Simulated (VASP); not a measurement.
**TiH: single point with r2SCAN0+D3(BJ)**

Crystal: TiH.

```
CELL_PARAMETERS angstrom
2.94749 0.00000 0.00000
0.00000 2.94749 0.00000
0.00000 0.00000 4.56814
ATOMIC_POSITIONS crystal
Ti 0.00000 0.50000 0.00000
Ti 0.50000 0.00000 0.50000
H 0.00000 0.00000 0.75000
H 0.00000 0.00000 0.25000
```

The cell comes from a database or a generator and needn't be the stable form of this composition.

```
Program                            : VASP 6.6.1
Task                               : single point
Functional                         : r2SCAN0
Dispersion                         : D3(BJ)
Potentials or basis                : VASP PAW PBE potentials, release 64 (Ti_sv, H)
Cutoff                             : 520 eV
k mesh                             : 5 × 5 × 3
Occupations                        : fermi-dirac, width 0.05 eV
Spin                               : no spin polarisation
Grid for exact exchange (PRECFOCK) : Normal
Exchange at q = 0                  : truncated
Further INCAR settings             : ALGO = Normal; EDIFF = 1.00e-07; NBANDS = 21
```

```
Pressure                   : -6.9 GPa
Band gap on the k mesh     : none (metal or under the smearing width)
Dispersion energy per atom : -0.212 eV
```

Stress tensor (GPa, compression positive):
```
-5.89  0.00  0.00
 0.00 -5.89  0.00
 0.00  0.00 -8.89
```

Levels at points of the mesh, in eV from the Fermi level:
| k point | band 9 | band 10 | band 11 | band 12 | band 13 | band 14 | band 15 | band 16 | band 17 | band 18 |
| --- | --- | --- | --- | --- | --- | --- | --- | --- | --- | --- |
| (0.00, 0.00, 0.00) | -11.63 | -5.65 | -3.95 | -3.86 | 0.53 | 1.48 | 1.48 | 2.61 | 3.75 | 4.29 |

It took 20 min on 1 thread of Intel(R) Xeon(R) 6975P-C (Granite Rapids), with other jobs on the host, peak memory 0.18 GiB.

Caveat: the k mesh is coarse (spacing up to 0.46 Å⁻¹), so the values aren't converged, least of all with exact exchange; the PAW data sets were made with another functional, which shifts forces and pressure a little; pairwise dispersion overbinds metals, which lowers pressure and volume.
